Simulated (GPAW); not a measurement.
Here is a GPAW 26.7.0 calculation.

File run.py:

```python
from ase import Atoms
from ase.dft.bandgap import bandgap
from ase.io import write
from ase.units import GPa
from gpaw import GPAW, PW, setup_paths

setup_paths.insert(0, '.')

atoms = Atoms(['K', 'Cl'],
              cell=[[0.0, 3.14647, 3.14647],
                    [3.14647, 0.0, 3.14647],
                    [3.14647, 3.14647, 0.0]],
              scaled_positions=[[0.0, 0.0, 0.0],
                                [0.5, 0.5, 0.5]],
              pbc=True)

calc = GPAW(mode=PW(600),
            xc='PBEsol',
            kpts={'size': (7, 7, 7), 'gamma': True},
            occupations={'name': 'fermi-dirac', 'width': 0.05},
            nbands=16,
            convergence={'density': 1e-05, 'energy': 1e-05},
            maxiter=150,
            txt='gpaw.txt')
atoms.calc = calc
energy = atoms.get_potential_energy()
forces = atoms.get_forces()
stress = atoms.get_stress()
calc.write('gs.gpw')
write('result.traj', atoms)
print(f'Energy: {energy:.6f} eV')
print('Forces (eV/A):')
print(forces.round(4))
print('Stress (GPa):', (stress / GPa).round(3))
print('Fermi level:', round(calc.get_fermi_level(), 4), 'eV')
print(f'Gap: {bandgap(calc)[0]:.4f} eV, direct: {bandgap(calc, direct=True)[0]:.4f} eV')

path = atoms.cell.bandpath('GXWKGLUWLK,UX', npoints=80, eps=1e-4)
bs_calc = calc.fixed_density(kpts=path, symmetry='off', nbands=29,
                             convergence={'bands': 'CBM+6.0', 'eigenstates': 1e-6}, txt='bands.txt')
bs = bs_calc.band_structure()
bs.write('bs.json')
print(f'Gap on the path: {bandgap(bs_calc)[0]:.4f} eV')
```

Potentials or basis: PAW data sets generated in the run's folder for this functional, pw.

Command:

```bash
$ gpaw-setup -f PBEsol Cl K
$ OMP_NUM_THREADS=1 python run.py
```

(1) What does it give for the pressure?

(2) Estimate the band gap on the k mesh.

## Answers

(1) -0.5 GPa.

(2) 5.03 eV, direct.

**Experimental background.**

From a printed reference work, monograph, for a bulk crystal of KCl: band gap 8.68 eV.

Measured gap of KCl: 8.68 eV (a printed reference work, monograph). This calculation gives 5.03 eV (-3.65 eV). The value is that of PBEsol, without temperature or zero-point motion. Semilocal functionals fall short of measured gaps as a rule.
